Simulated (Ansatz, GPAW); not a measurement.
This is a calculation of CoO for Ansatz 0.2.0. 

The input input.yaml:

```yaml
crystal:
  lattice:
    - [0.0, 2.1315, 2.1315]
    - [2.1315, 0.0, 2.1315]
    - [2.1315, 2.1315, 0.0]
  atoms:
    - { symbol: Co, position: [0.0, 0.0, 0.0], spin: 2.0 }
    - { symbol: O, position: [0.5, 0.5, 0.5] }
hamiltonian:
  xc: pbe
  pseudopotentials: { kind: paw }
magnetization:
  spin_polarized: true
kpoints:
  mp_grid: { grid: [11, 11, 11] }
scf:
  occupations: { method: gaussian, width: 0.012 }
output:
  forces: true
  stress: true
  eigenvalues: true
```

Potentials or basis: Ansatz PAW.

Command:

```sh
$ ansatz run input.yaml --threads 2 --pin off --max-ram 5632MiB --backend cpu --events-out ev --progress --plain --runs-dir out
```

Task: What does the same run look like in GPAW 26.7.0 (ASE script)? Potentials or basis there: GPAW PAW data sets (gpaw-data 1.2.1), cutoff 800 eV.

Result: As run (cutoffs and basis follow the program's own potentials, and thresholds, step limits or extra output files can differ):

File run.py:

```python
from ase.dft.bandgap import bandgap
from ase.io import read, write
from ase.units import Bohr, GPa
from gpaw import GPAW, PW
from gpaw.elf import elf_from_dft_calculation

atoms = read('POSCAR')
atoms.set_initial_magnetic_moments([2.0, 0.0])

calc = GPAW(mode=PW(800),
            xc='PBE',
            kpts={'size': (11, 11, 11), 'gamma': True},
            occupations={'name': 'methfessel-paxton', 'order': 0, 'width': 0.012},
            nbands=17,
            convergence={'density': 1e-05, 'energy': 1e-05},
            maxiter=150,
            txt='gpaw.txt')
atoms.calc = calc
energy = atoms.get_potential_energy()
forces = atoms.get_forces()
stress = atoms.get_stress()
calc.write('gs.gpw')
write('result.traj', atoms)
print(f'Energy: {energy:.6f} eV')
print('Forces (eV/A):')
print(forces.round(4))
print('Stress (GPa):', (stress / GPa).round(3))
print('Moments:', calc.get_magnetic_moments().round(3))
print('Fermi level:', round(calc.get_fermi_level(), 4), 'eV')
print(f'Gap: {bandgap(calc)[0]:.4f} eV, direct: {bandgap(calc, direct=True)[0]:.4f} eV')

# fields on the real-space grid
write('density.cube', atoms, data=calc.get_pseudo_density() * Bohr**3)
write('potential.cube', atoms, data=calc.get_electrostatic_potential())
write('spin.cube', atoms, data=(calc.get_pseudo_density(spin=0) - calc.get_pseudo_density(spin=1)) * Bohr**3)
write('elf.cube', atoms, data=elf_from_dft_calculation(calc).data)
```

POSCAR

```
CoO
1.0
    0.0000000000      2.1315000000      2.1315000000
    2.1315000000      0.0000000000      2.1315000000
    2.1315000000      2.1315000000      0.0000000000
Co O
1 1
Direct
    0.0000000000      0.0000000000      0.0000000000
    0.5000000000      0.5000000000      0.5000000000
```

Potentials or basis: GPAW PAW data sets (gpaw-data 1.2.1), pw.

Run with:

```sh
$ OMP_NUM_THREADS=1 python run.py
```

Both were run:

|  | Ansatz | GPAW |
| --- | --- | --- |
| Pressure | -1.5 GPa | -1.0 GPa |
| Net moment | 2.99 μB per cell | 2.99 μB per cell |

Ansatz's pressure holds a Pulay term of +0.74 GPa for its cutoff of 420 eV, which the other run lacks.

The potentials hold 23 and 15 valence electrons a cell.

Where Ansatz's input types no cutoff or centring, it takes its own default and a Γ-centred mesh.

The magnetic state is the one that the start led to; the real crystal's order can differ.

Pressure is positive in compression.
